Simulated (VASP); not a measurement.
A run of VASP 6.6.1 is set up as follows.

Contents of INCAR:

```
SYSTEM = Ni
ALGO     = Fast           ! electronic algorithm
EDIFF    = 1E-7           ! SCF threshold, eV
EDIFFG   = -0.002         ! ionic threshold
ENCUT    = 520            ! plane-wave cutoff, eV
GGA      = PE             ! functional
IBRION   = 2              ! ionic algorithm
ISIF     = 3              ! what is computed and relaxed
ISMEAR   = 0              ! smearing method
ISPIN    = 2              ! spin polarisation
LASPH    = .TRUE.         ! aspherical terms in the spheres
LCHARG   = .FALSE.        ! write CHGCAR
LMAXMIX  = 4              ! l up to which the mixer works
LORBIT   = 11             ! projections on sites
LREAL    = .FALSE.        ! projectors in reciprocal space
LWAVE    = .FALSE.        ! write WAVECAR
MAGMOM   = 0.8            ! initial moments
NELM     = 150            ! most SCF steps
NSW      = 80             ! ionic steps
PREC     = Accurate       ! precision mode
SIGMA    = 0.3            ! smearing width, eV
```

KPOINTS

```
k-points
0
G
  20 20 20
  0 0 0
```

POSCAR

```
Ni
1.0
    0.0000000000      1.7619350000      1.7619350000
    1.7619350000      0.0000000000      1.7619350000
    1.7619350000      1.7619350000      0.0000000000
Ni
1
Direct
    0.0000000000      0.0000000000      0.0000000000
```

Potentials or basis: VASP PAW PBE potentials, release 64 (Ni).

Launch:

```sh
$ cat potpaw_PBE.64/Ni/POTCAR > POTCAR
$ mpirun -np 1 vasp_std > vasp.out
```

Task: What does it give for the net moment?

Result: 0.61 μB per cell.

Task: Predict the relaxed volume.

Result: 10.91 Å³/atom.

Task: Predict the space group after relaxing (to 0.05 Å).

Result: Fm-3m (No. 225).

Task: What does it give for the relaxed cell?

Result: a = 2.490 Å, b = 2.490 Å, c = 2.490 Å, α = 60.00°, β = 60.00°, γ = 60.00°.

Final structure:
```
CELL_PARAMETERS angstrom
0.00000 1.76059 1.76059
1.76059 0.00000 1.76059
1.76059 1.76059 0.00000
ATOMIC_POSITIONS crystal
Ni 0.00000 0.00000 0.00000
```
